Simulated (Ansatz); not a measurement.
# Ga (I4/mmm) in Ansatz: further runs

The runs below take Ga through single point, equation of state, with PBEsol.

Everything below comes from runs of Ansatz 0.2.0. Logs are shortened: lines on timing, memory, paths and dates and some standing lists are left out, and cuts for length are marked.

## 1. The crystal as given

Symmetry: I4/mmm, No. 139, tetragonal system. The conventional cell has a = 2.769 Å, b = 2.769 Å, c = 4.622 Å, α = 90.00°, β = 90.00°, γ = 90.00°. Ga (site symmetry 4/mmm) is surrounded by 12 Ga at 2.77 to 3.03 Å.

This isn't the form of Ga at room conditions, which is orthorhombic.

## 2. Single point, PBEsol, 16.66 Å³/atom (volume scaled by 0.94)

input.yaml reads:

```yaml
crystal:
  lattice:
    - [-1.3561377546, 1.3561377546, 2.2640427644]
    - [1.3561377546, -1.3561377546, 2.2640427644]
    - [1.3561377546, 1.3561377546, -2.2640427644]
  atoms:
    - { symbol: Ga, position: [0.0, 0.0, 0.0] }
hamiltonian:
  xc: pbesol
  pseudopotentials: { kind: paw }
kpoints:
  mp_grid: { grid: [13, 13, 13] }
scf:
  occupations: { method: fermi_dirac, width: 0.05 }
output:
  forces: true
  stress: true
  eigenvalues: true
```

Potentials or basis: Ansatz PAW.

Command:

```
> ansatz run input.yaml --threads 2 --pin off --max-ram 5632MiB --backend cpu --events-out ev --progress --plain --runs-dir out
```

Output:

```text
Warning: RAYON_NUM_THREADS=2 ignored (pool sized by the plan → 2); use --threads N
Engine: ansatz 0.2.0, x86_64-unknown-linux-gnu
Pseudopotentials: kind: paw
Pseudopotential: Ga, paw, valence charge 13, recommended cutoff 420 eV (normal), Ga.paw.azcp
Functional definition: PBEsol
  exchange = pbesol_x
  correlation = pbesol_c
Crystal: 1 atoms, lattice volume = 16.655 Å³
Basis set: ecut = 420 eV, 323 PW (Γ), exchange–correlation on 40×40×40 points (8 copies of the dense FFT grid, shifted against one another)
Bands: 11, of which v1, the nominal top of the filled ones, is band 7 counted from 1 (6 counted from 0)
Symmetry: 16 space group operations
Space group: I4/mmm (ITA 139), of the structure as read, at distance tolerance 2.6e-5 Å
k-points: 196 of 2197
Non-local potential: Ga, projectors of the file, l = 0: 2, l = 1: 2, l = 2: 3, l = 3: 1
PAW form: soft (Blöchl's): semilocal exchange-correlation on the pseudo side does not see the compensation charge
PAW frozen core: Ga, regenerated for the run's functional, and the local potential with it (the file was generated under x = pbe(κ = 0.804, μ = 0.2195149727645171), c = pbe(β = 0.06672455060314922))
PAW one-centre angular grid: Ga, 590 points (default); XC on 64 Gauss nodes
Initial density: superposition of atomic densities (neutral atoms: chi_scale 0, normalization atom), corrected by the library's trained network
Initial wavefunctions: pseudopotential atomic-orbital guess
Functional: x = pbesol(κ = 0.804, μ = 0.12345679012345678), c = pbesol(β = 0.046)
SCF iter   1: F=—  HF=-3743.176399 eV  |F-HF|=—  |Δ(HF+E_count)|=         —  Δρ=2.06e-3  dr2=3.80e-4  ethr=1.77e-3  ⟨swp⟩=5.2  Hψ=12899  notcnv=0
preconditioner: auto → none  [metal: Δε(μ)=0.046 eV  Ē_g=22.405 eV  σ=0.050 eV  W_gap=0.22  n_scr=0 (ndim 8)  ℏωp=32.8 eV  f_vac=0.000  D(μ)=0.34/eV (n_scr^D=0)]
SCF iter   2: F=—  HF=-3743.175846 eV  |F-HF|=—  |Δ(HF+E_count)|=   5.53e-4  Δρ=5.14e-4  dr2=1.87e-5  ethr=2.93e-6  ⟨swp⟩=2.0  Hψ=5305  notcnv=0  defer=11
SCF iter   3: F=—  HF=-3743.175859 eV  |F-HF|=—  |Δ(HF+E_count)|=   1.32e-5  Δρ=2.80e-4  dr2=5.24e-6  ethr=1.44e-7  ⟨swp⟩=1.0  Hψ=2078  notcnv=0  defer=11
iter 4 did not close the SCF: its close was put off for the readings that it lacked (scf_convergence_deferred on its scf_iter line)
SCF iter   4: F=-3743.175864 eV  HF=-3743.175864 eV  |F-HF|=5.92e-8  |Δ(HF+E_count)|=   5.21e-6  Δρ=1.54e-5  dr2=3.68e-8  ethr=4.03e-8  ⟨swp⟩=2.0  Hψ=2366  notcnv=0  defer=11
iter 5 did not close the SCF: its close was put off for the readings that it lacked (scf_convergence_deferred on its scf_iter line)
SCF iter   5: F=-3743.175864 eV  HF=-3743.175864 eV  |F-HF|=1.28e-8  |Δ(HF+E_count)|=   1.87e-8  Δρ=1.02e-5  dr2=8.20e-9  ethr=2.83e-10  ⟨swp⟩=2.0  Hψ=3350  notcnv=0  defer=11
SCF iter   6: F=-3743.175864 eV  HF=-3743.175864 eV  |F-HF|=1.10e-9  |Δ(HF+E_count)|=   4.39e-9  Δρ=2.94e-6  dr2=7.00e-10  ethr=6.31e-11  ⟨swp⟩=3.0  Hψ=7924  notcnv=0
SCF 1 converged in 6 iterations: F = -3743.175864 eV  dr2 = 7.00e-10
SCF converged after 6 iterations
Free energy (F): -3743.175864 eV
Harris-Foulkes:  -3743.175864 eV  (|F-HF|=1.10e-9)
Internal energy: -3743.173086 eV  (E = F + TS)
E sigma→0 (E₀):  -3743.174475 eV
Entropy (-TS):   -0.002778 eV (-2.778 meV/atom)
Fermi energy:    11.292718 eV
--- Per-component energies (eV) ---
  E_band       = -16.040417
  E_kinetic    = 116.125236
  E_local      = -1695.334525  (includes V_loc(G=0)·N_el)
  E_nonlocal   = 423.560479
  E_hartree    = 802.357210
  E_xc         = -69.606111
  E_vxc        = -59.332426  (∫ρ·V_xc dr)
  E_paw        = -1946.287491  (= ΣΔE_a)
  E_vpaw       = -405.774981  (= ΣTr[D̂ρ^β])
  E_aug_tail   = -0.000123  (compensation charges beyond the density's cutoff)
  E_ewald      = -1374.850738
  E_core_change = 0.862978  (= ΣΔE_core)
  E_smearing   = -0.002778  (= −TS)
  E_closure    = 0.000000  (closes the sum)
  Σ components = -3743.175864   (vs F -3743.175864, Δ=0.00e0)
--- Forces (eV/Å), atoms counted from 1 ---
  atom   1  Ga    -0.00000000     0.00000000     0.00000000
  max |Σ_I F_I| component: 3.70e-32 eV/Å
--- Stress (GPa, compression-positive) ---
        4.430817       0.000000       0.000000
        0.000000       4.430817      -0.000000
        0.000000       0.000000       3.449990
  P = ⅓ Tr σ = 4.1039 GPa (41.039 kbar)
--- Band table (eV; the first three rows and the last of 196) ---
  k-point 0: bands = ["-3.8097", "-3.6231", "-3.5832", "-3.5832", "-3.3932", "-0.7134", "24.7979", "25.0459", "25.0459", "28.0740", "28.2802"]
  k-point 1: bands = ["-3.7798", "-3.6108", "-3.5990", "-3.5753", "-3.4088", "-0.4666", "23.2254", "23.6332", "24.2241", "25.9889", "28.8647"]
  k-point 2: bands = ["-3.6948", "-3.6430", "-3.5840", "-3.5521", "-3.4541", "0.2823", "20.8006", "21.5970", "22.6138", "23.8421", "29.2725"]
  k-point 195: bands = ["-3.9338", "-3.8315", "-3.3647", "-3.3478", "-3.3455", "6.9319", "7.2196", "17.1004", "18.9380", "22.4942", "24.5643"]
```

It took 1.2 s on 2 threads of Intel Xeon Platinum 8375C at 2.90GHz (Ice Lake), shared host; peak memory 0.37 GiB.

Results:

| Quantity | Value |
| --- | --- |
| Free energy | -3743.1759 eV |
| Pressure | 4.1 GPa |
| Band gap on the k mesh | none (metal or under the smearing width) |

Caveat: the PAW data sets come from PBE, with cores solved anew for the run's functional, which leaves a small shift of forces and pressure.

## 3. Single point, PBEsol, 17.01 Å³/atom (volume scaled by 0.96)

input.yaml, as its differences from that of step 2:

```diff
@@ -2,5 +2,5 @@
   lattice:
-    - [-1.3561377546, 1.3561377546, 2.2640427644]
-    - [1.3561377546, -1.3561377546, 2.2640427644]
-    - [1.3561377546, 1.3561377546, -2.2640427644]
+    - [-1.3656883352, 1.3656883352, 2.2799872528]
+    - [1.3656883352, -1.3656883352, 2.2799872528]
+    - [1.3656883352, 1.3656883352, -2.2799872528]
   atoms:
```

Potentials or basis: Ansatz PAW.

Command:

```
> ansatz run input.yaml --threads 2 --pin off --max-ram 5632MiB --backend cpu --events-out ev --progress --plain --runs-dir out
```

Wall time 1.1 s (2 threads of Intel Xeon Platinum 8375C at 2.90GHz (Ice Lake), shared host); peak memory 0.37 GiB.

It converged, with:

| Property | Result |
| --- | --- |
| Free energy | -3743.1831 eV |
| Pressure | 2.5 GPa |
| Band gap on the k mesh | none (metal or under the smearing width) |

Caveat: the PAW data sets come from PBE, with cores solved anew for the run's functional, which leaves a small shift of forces and pressure.

## 4. Single point, PBEsol, 17.36 Å³/atom (volume scaled by 0.98)

input.yaml, as its differences from that of step 3:

```diff
@@ -2,5 +2,5 @@
   lattice:
-    - [-1.3656883352, 1.3656883352, 2.2799872528]
-    - [1.3656883352, -1.3656883352, 2.2799872528]
-    - [1.3656883352, 1.3656883352, -2.2799872528]
+    - [-1.3751071731, 1.3751071731, 2.2957117997]
+    - [1.3751071731, -1.3751071731, 2.2957117997]
+    - [1.3751071731, 1.3751071731, -2.2957117997]
   atoms:
```

Command:

```
> ansatz run input.yaml --threads 2 --pin off --max-ram 5632MiB --backend cpu --events-out ev --progress --plain --runs-dir out
```

Wall time 1.2 s (2 threads of Intel Xeon Platinum 8375C at 2.90GHz (Ice Lake), shared host); peak memory 0.38 GiB.

It converged, with:

```yaml
Free_energy: -3743.1868 eV
Pressure: 1.0 GPa
Band_gap_on_the_k_mesh: none (metal or under the smearing width)
```

Caveat: the PAW data sets come from PBE, with cores solved anew for the run's functional, which leaves a small shift of forces and pressure.

## 5. Single point, PBEsol, 17.72 Å³/atom

input.yaml, as its differences from that of step 4:

```diff
@@ -2,5 +2,5 @@
   lattice:
-    - [-1.3751071731, 1.3751071731, 2.2957117997]
-    - [1.3751071731, -1.3751071731, 2.2957117997]
-    - [1.3751071731, 1.3751071731, -2.2957117997]
+    - [-1.3843987196, 1.3843987196, 2.3112238365]
+    - [1.3843987196, -1.3843987196, 2.3112238365]
+    - [1.3843987196, 1.3843987196, -2.3112238365]
   atoms:
```

Command:

```
> ansatz run input.yaml --threads 2 --pin off --max-ram 5632MiB --backend cpu --events-out ev --progress --plain --runs-dir out
```

Run time: 1.2 s. Hardware: 2 threads of Intel Xeon Platinum 8375C at 2.90GHz (Ice Lake), shared host; peak memory 0.38 GiB.

The run converged. Its results:

```yaml
Free_energy: -3743.1876 eV
Pressure: -0.3 GPa
Band_gap_on_the_k_mesh: none (metal or under the smearing width)
```

Caveat: the PAW data sets come from PBE, with cores solved anew for the run's functional, which leaves a small shift of forces and pressure.

## 6. Single point, PBEsol, 18.07 Å³/atom (volume scaled by 1.02)

input.yaml, as its differences from that of step 5:

```diff
@@ -2,5 +2,5 @@
   lattice:
-    - [-1.3843987196, 1.3843987196, 2.3112238365]
-    - [1.3843987196, -1.3843987196, 2.3112238365]
-    - [1.3843987196, 1.3843987196, -2.3112238365]
+    - [-1.3935671902, 1.3935671902, 2.3265304007]
+    - [1.3935671902, -1.3935671902, 2.3265304007]
+    - [1.3935671902, 1.3935671902, -2.3265304007]
   atoms:
```

Potentials or basis: Ansatz PAW.

Command:

```
> ansatz run input.yaml --threads 2 --pin off --max-ram 5632MiB --backend cpu --events-out ev --progress --plain --runs-dir out
```

It took 1.2 s on 2 threads of Intel Xeon Platinum 8375C at 2.90GHz (Ice Lake), shared host; peak memory 0.38 GiB.

It converged, with:

| Quantity | Value |
| --- | --- |
| Free energy | -3743.1856 eV |
| Pressure | -1.5 GPa |
| Band gap on the k mesh | none (metal or under the smearing width) |

Caveat: the PAW data sets come from PBE, with cores solved anew for the run's functional, which leaves a small shift of forces and pressure.

## 7. Single point, PBEsol, 18.43 Å³/atom (volume scaled by 1.04)

input.yaml reads:

```yaml
crystal:
  lattice:
    - [-1.4026165814, 1.4026165814, 2.3416381643]
    - [1.4026165814, -1.4026165814, 2.3416381643]
    - [1.4026165814, 1.4026165814, -2.3416381643]
  atoms:
    - { symbol: Ga, position: [0.0, 0.0, 0.0] }
hamiltonian:
  xc: pbesol
  pseudopotentials: { kind: paw }
kpoints:
  mp_grid: { grid: [13, 13, 13] }
scf:
  occupations: { method: fermi_dirac, width: 0.05 }
output:
  forces: true
  stress: true
  eigenvalues: true
  write_density: true
  write_potential: true
  elf: true
  volumetric_format: npy
```

Command:

```
> ansatz run input.yaml --threads 2 --pin off --max-ram 5632MiB --backend cpu --events-out ev --progress --plain --runs-dir out
```

Run time: 1.6 s. Hardware: 2 threads of Intel Xeon Platinum 8375C at 2.90GHz (Ice Lake), shared host; peak memory 0.39 GiB.

Results (log left out):

```
Free energy            : -3743.1812 eV
Pressure               : -2.5 GPa
Band gap on the k mesh : none (metal or under the smearing width)
```

Caveat: the PAW data sets come from PBE, with cores solved anew for the run's functional, which leaves a small shift of forces and pressure.

## 8. Single point, PBEsol, 18.78 Å³/atom (volume scaled by 1.06)

input.yaml reads:

```yaml
crystal:
  lattice:
    - [-1.4115506858, 1.4115506858, 2.3565534592]
    - [1.4115506858, -1.4115506858, 2.3565534592]
    - [1.4115506858, 1.4115506858, -2.3565534592]
  atoms:
    - { symbol: Ga, position: [0.0, 0.0, 0.0] }
hamiltonian:
  xc: pbesol
  pseudopotentials: { kind: paw }
kpoints:
  mp_grid: { grid: [13, 13, 13] }
scf:
  occupations: { method: fermi_dirac, width: 0.05 }
output:
  forces: true
  stress: true
  eigenvalues: true
```

Command:

```
> ansatz run input.yaml --threads 2 --pin off --max-ram 5632MiB --backend cpu --events-out ev --progress --plain --runs-dir out
```

It took 1.2 s on 2 threads of Intel Xeon Platinum 8375C at 2.90GHz (Ice Lake), shared host; peak memory 0.38 GiB.

It converged, with:

| Property | Result |
| --- | --- |
| Free energy | -3743.1748 eV |
| Pressure | -3.3 GPa |
| Band gap on the k mesh | none (metal or under the smearing width) |

Caveat: the PAW data sets come from PBE, with cores solved anew for the run's functional, which leaves a small shift of forces and pressure.

## 9. Equation of state, PBEsol

Potentials or basis: Ansatz PAW.

No new run: the results of the series are fitted here.

What came out:

```
Equilibrium volume                        : 17.63 Å³/atom
Bulk modulus at fixed shape and positions : 62 GPa
Pressure derivative of the bulk modulus   : 5.4
```

Energy against volume, from the lowest point:
```tsv
volume (Å³/atom)	energy (meV/atom)
16.655	11.69
17.010	4.48
17.364	0.71
17.718	0.00
18.073	1.99
18.427	6.35
18.781	12.74
```

Caveat: the cell was scaled at fixed shape and fractional positions, which overstates the stiffness of a crystal with free parameters, most of all of layers and chains.
